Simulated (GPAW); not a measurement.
Input of a GPAW 26.7.0 run:

The input run.py:

```python
from ase import Atoms
from ase.dft.bandgap import bandgap
from ase.io import write
from ase.units import GPa
from gpaw import GPAW, PW

atoms = Atoms(['As', 'Ga'],
              cell=[[0.0, 2.82685, 2.82685],
                    [2.82685, 0.0, 2.82685],
                    [2.82685, 2.82685, 0.0]],
              scaled_positions=[[0.75, 0.75, 0.75],
                                [0.0, 0.0, 0.0]],
              pbc=True)

calc = GPAW(mode=PW(600),
            xc='PBE',
            kpts={'size': (8, 8, 8), 'gamma': True},
            occupations={'name': 'methfessel-paxton', 'order': 0, 'width': 0.02},
            nbands=11,
            convergence={'density': 1e-05, 'energy': 1e-05},
            maxiter=150,
            txt='gpaw.txt')
atoms.calc = calc
energy = atoms.get_potential_energy()
forces = atoms.get_forces()
stress = atoms.get_stress()
calc.write('gs.gpw')
write('result.traj', atoms)
print(f'Energy: {energy:.6f} eV')
print('Forces (eV/A):')
print(forces.round(4))
print('Stress (GPa):', (stress / GPa).round(3))
print('Fermi level:', round(calc.get_fermi_level(), 4), 'eV')
print(f'Gap: {bandgap(calc)[0]:.4f} eV, direct: {bandgap(calc, direct=True)[0]:.4f} eV')
```

Potentials or basis: GPAW PAW data sets (gpaw-data 1.2.1), pw.

Launch:

```sh
$ OMP_NUM_THREADS=1 python run.py
```

Predict the band gap on the k mesh.

0.59 eV, direct.

Estimate the pressure.

4.3 GPa.

**Experimental background.**

From “Evidence of valence band perturbations in GaAsN/GaAs(001): A combined variable-angle spectroscopic ellipsometry and modulated photoreflectance investigation”, 2008, arxiv:0805.2212, for a bulk crystal of GaAs at 300 K: band gap 1.412 ± 0.01 eV (direct).

Measured gap of GaAs: 1.412 eV (direct; 300 K; “Evidence of valence band perturbations in GaAsN/GaAs(001): A combined variable-angle spectroscopic ellipsometry and modulated photoreflectance investigation”, 2008, arxiv:0805.2212). This calculation gives 0.59 eV (-0.83 eV). 3 values of this kind are on record (1.412 to 1.51 eV); this one was drawn at random among those near their median, those with a stated uncertainty first. Spin-orbit coupling on As, Ga is left out. The value is that of PBE on a finite k mesh, which can miss the band edges, without temperature or zero-point motion. Semilocal functionals fall short of measured gaps as a rule.
